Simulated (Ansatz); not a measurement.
All numbers below come from DFT PBE, scalar-relativistic, plane waves, PAW in Ansatz 0.2.0. All cells share a 420 eV cutoff and Γ-centred k meshes spaced at most about 0.3 Å⁻¹ (about 0.25 or finer for metals, 2π included). No spin polarisation.

Each guess is relaxed in cell and atoms at zero pressure, on a coarse mesh first where it starts far from rest and then on a converged one. The steps can't lower the symmetry of the start, but it can rise. Energies are static (0 K, no zero-point motion).

Two unrelaxed guesses for Bi2S:

A.

```
Bi S
1.0
     6.68352    0.00000    0.00000
    -3.34176    5.78810    0.00000
     0.00000    0.00000    5.45025
Bi S
4 2
Direct
  0.50000 0.00000 0.00000
  0.00000 0.50000 0.00000
  0.50000 0.50000 0.00000
  0.00000 0.00000 0.00000
  0.33333 0.66667 0.56441
  0.66667 0.33333 0.43559
```

B.

```
Bi S
1.0
     1.82247   -2.99917    0.00000
     1.82247    2.99917    0.00000
     0.00000    0.00000    8.27612
Bi S
2 1
Cartesian
  1.8225 1.0139 0.0000
  1.8225 -1.0139 0.0000
  0.0000 0.0000 0.0000
```

Problem. Where do they end, and which end is lower?

Solution. A ends lower, by 154 meV/atom. A: P-3m1 at 35.1 Å³/atom → P6/mmm at 30.5 Å³/atom; B: Cmmm at 30.2 Å³/atom → Cmmm at 29.4 Å³/atom. Counting S atoms around Bi (those within 1.25 times the shortest such distance or 1.15 times the sum of covalent radii, 1.27 where that leaves under three; a plus sign parts nearer from farther groups; the shortest distance is added where it exceeds 1.18 times the sum of covalent radii; a slash parts the counts of unlike sites), the end of A has Bi 4/12 from 4.6 Å and the end of B has Bi 1+2. End of A. Conventional cell: a = 6.994 Å, c = 4.323 Å. Bi on a site of symmetry mmm has 4 S at 2.96 Å and 6 Bi at 3.50 Å; around Bi on a site of symmetry 6/mmm lie 6 Bi at 3.50 Å; around S lie 6 Bi at 2.96 Å. End of B. Conventional cell: a = 6.022 Å, b = 9.028 Å, c = 3.249 Å. Bi has 1 S at 2.80 Å, 5 Bi at 3.20–3.42 Å and 2 S at 3.46 Å; S is surrounded by 2 Bi at 2.80 Å, 2 S at 3.25 Å and 4 Bi at 3.46 Å.

Ends held by symmetry can be saddle points. Neither end is the lowest form computed: that has space group P2_1/c (No. 14), is reached from a Materials Project cell and lies 93 meV/atom below the better end. Even the lowest of the cells shown lies +0.06 eV/atom against the elements. These runs have no spin–orbit coupling, which can matter for Bi. Some structure types and database cells were kept out of the candidates from the start, so a known form may be missing.
